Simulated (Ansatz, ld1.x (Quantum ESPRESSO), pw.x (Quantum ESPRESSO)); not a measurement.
# What a changed setting does to a pw.x run (bcc P)

Potential: norm-conserving Troullier–Martins (Kleinman–Bylander form), ld1.x (Quantum ESPRESSO) 7.5, PBE; core [Ne], reference 3s2 3p3; waves: 3s (bound): rc 1.70 bohr; 3p (bound): rc 1.80 bohr; 3d channel at 0.05 Ry: rc 1.45 bohr; local part: all-electron potential smoothed inside 1.15 bohr (lloc = -1); core correction: a·sin(br)/r model core inside 1.20 bohr.

The reference run (k-mesh 15³, cutoffs 55/220 Ry, Fermi–Dirac 0.01 Ry, mixing_beta 0.4, conv_thr 1e-9, no spin) gives -1.40 GPa at 14.308 Å³/atom, where all-electron LAPW gives -0.58 GPa. This run, with its own iteration cap, changes ecutrho/ecutwfc to 16.

```
&control
  calculation='scf', prefix='x', pseudo_dir='./', outdir='./tmp', tstress=.true., disk_io='none'
/
&system
  ibrav=0, nat=1, ntyp=1, ecutwfc=55, ecutrho=880, nbnd=9,
  occupations='smearing', smearing='fd', degauss=0.01
/
&electrons
  conv_thr=1e-09, mixing_beta=0.4, electron_maxstep=70
/
ATOMIC_SPECIES
P 1.0 P.UPF
CELL_PARAMETERS angstrom
  -1.52934798 1.52934798 1.52934798
  1.52934798 -1.52934798 1.52934798
  1.52934798 1.52934798 -1.52934798
ATOMIC_POSITIONS crystal
P 0.0000 0.0000 0.0000
K_POINTS automatic
15 15 15 0 0 0
```

```bash
pw.x < P.scf.in > P.scf.out
```

How does the run end?

It converges in 6 iterations; the free energy moves by -0.8 meV/atom and the pressure by +0.02 GPa. The result is that of the reference run.

```
Message from routine setup:
     using ibrav=0 with symmetry is DISCOURAGED, use correct ibrav instead
     lattice parameter (alat)  =       5.0057  a.u.
     unit-cell volume          =      96.5552 (a.u.)^3
     number of electrons       =         5.00
     number of Kohn-Sham states=            9
     kinetic-energy cutoff     =      55.0000  Ry
     charge density cutoff     =     880.0000  Ry
     scf convergence threshold =      1.0E-09
     Exchange-correlation= PBE
     number of k points=   120  Fermi-Dirac smearing, width (Ry)=  0.0100
     iteration #  1     ecut=    55.00 Ry     beta= 0.40
     total energy              =     -13.83926629 Ry
     estimated scf accuracy    <       0.00212322 Ry
     iteration #  2     ecut=    55.00 Ry     beta= 0.40
     total energy              =     -13.83922105 Ry
     estimated scf accuracy    <       0.00061926 Ry
     iteration #  3     ecut=    55.00 Ry     beta= 0.40
     total energy              =     -13.83926989 Ry
     estimated scf accuracy    <       0.00001151 Ry
     iteration #  4     ecut=    55.00 Ry     beta= 0.40
     c_bands:  1 eigenvalues not converged
     total energy              =     -13.83927427 Ry
     estimated scf accuracy    <       0.00000009 Ry
     iteration #  5     ecut=    55.00 Ry     beta= 0.40
     total energy              =     -13.83927435 Ry
     estimated scf accuracy    <       0.00000002 Ry
     iteration #  6     ecut=    55.00 Ry     beta= 0.40
     the Fermi energy is    11.2331 ev
!    total energy              =     -13.83927435 Ry
     estimated scf accuracy    <          2.0E-10 Ry
     smearing contrib. (-TS)   =      -0.00215260 Ry
     The total energy is F=E-TS. E is the sum of the following terms:
     one-electron contribution =       5.89700824 Ry
     hartree contribution      =       0.21055596 Ry
     xc contribution           =      -4.20432281 Ry
     ewald contribution        =     -15.74036315 Ry
     convergence has been achieved in   6 iterations
          total   stress  (Ry/bohr**3)                   (kbar)     P=      -13.82
     Message from routine punch:
     Nothing written, as per user request (disk_io='none')
```

The run took about 6.2 s on one core of a shared host (Neoverse-V2, 96 threads, 742 GiB, load 56).
